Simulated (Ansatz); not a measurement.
Crystal: SnO2.

```
Sn O
1.0
     5.17526    0.00000    0.00000
     0.00000    5.17526    0.00000
     0.00000    0.00000    5.17526
Sn O
4 8
Direct
  0.00000 0.00000 0.00000
  0.50000 0.00000 0.50000
  0.50000 0.50000 0.00000
  0.00000 0.50000 0.50000
  0.66110 0.83890 0.16110
  0.83890 0.16110 0.66110
  0.16110 0.66110 0.83890
  0.33890 0.33890 0.33890
  0.66110 0.66110 0.66110
  0.83890 0.33890 0.16110
  0.16110 0.83890 0.33890
  0.33890 0.16110 0.83890
```

Measurements of this composition are mostly on another form, of space group No. 136.

Base run:

```yaml
Program: Ansatz 0.2.0
Functional: BLYP
Potentials_or_basis: Ansatz PAW
Cutoff: 420 eV
Density_cutoff: 1680 eV
k_mesh: 4 × 4 × 4
Occupations: fermi-dirac, width 0.05 eV
Spin: no spin polarisation
```

Its results: band gap on the k mesh 0.59 eV, indirect (least direct gap 0.64 eV); pressure 5.4 GPa; largest force 0.038 eV/Å.

Q: After a change of settings the same cell gave: band gap on the k mesh 1.13 eV, indirect (least direct gap 1.18 eV); pressure -9.1 GPa; largest force 0.016 eV/Å. Which change was it?
A. functional from BLYP to LDA
B. functional from BLYP to r2SCAN; cutoff from 420 eV to 500 eV; density cutoff from 1680 eV to 2000 eV
C. k mesh from 4 × 4 × 4 to 5 × 5 × 5
D. functional from BLYP to PBEsol; k mesh from 4 × 4 × 4 to 5 × 5 × 5

A: B.

r2SCAN gives the wider gap, since meta-GGAs in the generalised Kohn-Sham scheme recover part of the derivative discontinuity.

Caveats: spin-orbit coupling is left out, which moves the levels of the heavy elements; the PAW data sets come from PBE, with cores solved anew for the run's functional, which leaves a small shift of forces and pressure; the potentials were made for another functional, which shifts forces and pressure (some runs).

Not every run made on this cell is shown here.
